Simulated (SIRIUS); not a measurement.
# Cu: equation of state with LDA

Crystal: Cu.

```
Cu
1.0
     0.00000    1.80750    1.80750
     1.80750    0.00000    1.80750
     1.80750    1.80750    0.00000
Cu
1
Cartesian
  0.0000 0.0000 0.0000
```

```yaml
Program: SIRIUS 7.12.0
Task: equation of state
Functional: LDA
Potentials_or_basis: all-electron FP-LAPW
Cutoff: 194 eV
Basis: apw+lo standard
k_mesh: 13 × 13 × 13
Occupations: fermi-dirac, width 0.05 eV
Spin: no spin polarisation
Muffin_tin_radii: Cu 2.33 bohr
Basis_cutoff_gk_cutoff: 3.78 1/bohr
Cutoff_of_density_and_potential_pw_cutoff: 20 1/bohr
lmax_of_the_basis: 10
lmax_of_density_and_potential: 8
Valence_relativity: iora
Core_states: Cu 1s2s2p
Local_orbitals_radial_functions: Cu 13
Smallest_sphere_radius_times_basis_cutoff: 8.81
```

```json
{
 "Equilibrium volume": "10.88 Å³/atom (rough: see the caveat)",
 "Bulk modulus": "199 GPa (rough)"
}
```

Energy against volume, from the lowest point:
| volume (Å³/atom) | energy (meV/atom) |
| --- | --- |
| 11.102 | 0.00 |
| 11.338 | 8.12 |
| 11.574 | 21.26 |
| 11.810 | 38.32 |
| 12.047 | 59.11 |
| 12.283 | 83.14 |
| 12.519 | 109.61 |

All runs of the series together: 110 s on 1 thread of Arm Neoverse V2, with other jobs on the host.

Caveat: the minimum lies outside the volumes run.
